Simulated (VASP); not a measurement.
# Al in VASP: convergence with PREC

Input of the first run (PREC Low); the others differ in this setting and in those tied to it:

The input INCAR:

```
  PREC = Low
  ENCUT = 520
  EDIFF = 1E-6
  ISMEAR = 1
  SIGMA = 0.1
  LREAL = False
  LASPH = True
  NELM = 60
  ALGO = Fast
  ISIF = 2
  LWAVE = False
  LCHARG = False
  GGA = PS
  NBANDS = 10
```

File KPOINTS:

```
regular mesh
0
Gamma
  8 8 5
```

The input POSCAR:

```
Al
1.0
    2.8124553515      0.0000000000      0.0000000000
   -1.4062276757      2.4356577814      0.0000000000
    0.0000000000      0.0000000000      4.8668500000
Al
2
Direct
    0.3300370000      0.6639840000      0.2488620000
    0.6737840000      0.3458720000      0.7489270000
```

Potentials or basis: VASP PAW PBE potentials, release 64 (Al).

Run with:

```sh
$ cat potpaw_PBE.64/Al/POTCAR > POTCAR
$ mpirun -np 1 vasp_std > vasp.out
```

The cell isn't the ideal one: atoms moved at random, drawn with an rms of 0.02 Å.

This isn't the form of Al at room conditions, which is fcc.

Hardware: 1 thread of Intel(R) Xeon(R) Platinum 8375C CPU @ 2.90GHz (Ice Lake), on a shared host.

```
    PREC  energy less the tightest run, at zero smearing (meV/atom)  SCF cycles  CPU time (s)  peak memory (GiB)
     Low                                                       0.10          12            12               0.13
  Medium                                                       0.10          12            12               0.13
  Single                                                      -0.03          12            32               0.14
  Normal                                                       0.00          12            13               0.14
    High                                                      -0.03          12            31               0.14
Accurate                                                       0.00          12            33               0.17
```

Against the tightest run, the energy stays within 1 meV/atom from Low on. The tightest run that finished is the yardstick and may itself not be fully converged.
